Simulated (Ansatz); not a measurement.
# MgF2

Computed with Ansatz (plane waves, PAW, 420 eV cutoff): PBEsol, scalar-relativistic, no spin polarisation, Γ-centred 6×6×10 mesh; PAW files: Ansatz's generated set soft_2.

```
CELL_PARAMETERS angstrom
4.63909 0.00000 0.00000
0.00000 4.63909 0.00000
0.00000 0.00000 3.06220
ATOMIC_POSITIONS crystal
Mg 0.00000 0.00000 0.00000
Mg 0.50000 0.50000 0.50000
F 0.30339 0.30339 0.00000
F 0.19661 0.80339 0.50000
F 0.69661 0.69661 0.00000
F 0.80339 0.19661 0.50000
```

The chain of runs began from a cell as deposited in COD, expanded in volume.

Q: What is the high-frequency dielectric tensor ε∞ (density-functional perturbation theory, local fields included)?

A: 
```
2.03 0.00 0.00
0.00 2.03 0.00
0.00 0.00 2.06
```

Q: What is the static dielectric tensor, the lattice's part included?

A: 
```
5.72 0.00 0.00
0.00 5.72 0.00
0.00 0.00 4.84
```

Q: List the optical modes at the zone centre without the LO–TO term, with degeneracy and infrared intensity.

A: 
```
ω (cm⁻¹)  degeneracy  IR intensity ((D/Å)²/u)
      85           1                     0.00
     199           1                     0.00
     234           2                     7.54
     286           2                     0.00
     286           1                     0.00
     395           1                    13.40
     397           1                     0.00
     402           2                     2.49
     417           1                     0.00
     444           2                    14.79
     500           1                     0.00
```

Q: Where do the optical modes lie for q → 0 along (0.00, 0.00, 1.00), with the long-range field?

A: 85, 199, 234 (×2), 286 (×2), 286, 397, 402 (×2), 417, 444 (×2), 500, 605 cm⁻¹.

Q: Where do the optical modes lie for q → 0 along (0.00, 1.00, 0.00), with the long-range field?

A: 85, 199, 234, 285, 286 (×2), 286, 395, 397, 402, 408, 417, 444, 500, 603 cm⁻¹.

The principal values of ε∞, 2.03, 2.06, give refractive indices of 1.42, 1.44 below the gap, so the crystal is birefringent.

The mean Born charge of Mg is 2.01 against a formal +2. The two nearly agree, as for rigid ions.

Semilocal functionals make the gap too small and so ε∞ somewhat too large.

The lattice supplies more than half of the static dielectric response in both directions, as expected for a wide-gap fluoride whose tightly held F 2p electrons polarise weakly. The anisotropy reverses between the two limits: the electronic response is slightly larger along c, the static one clearly larger in the plane. The cause is the polar pair at 234 cm⁻¹. A mode's contribution scales as its infrared strength over the square of its frequency, so this pair outweighs the more intense one at 444 cm⁻¹, whereas the response along c rests on the single mode at 395 cm⁻¹. The softest mode, at 85 cm⁻¹, is infrared-inactive and adds nothing.

The near-formal Born charge suggests little dynamic charge transfer between F 2p and the empty Mg states. In rutile TiO2, by contrast, hybridisation with the empty d shell enlarges the charges and softens the polar modes. The real frequencies show stability against zone-centre optical distortions in this cell, but don't exclude instabilities at other wavevectors.
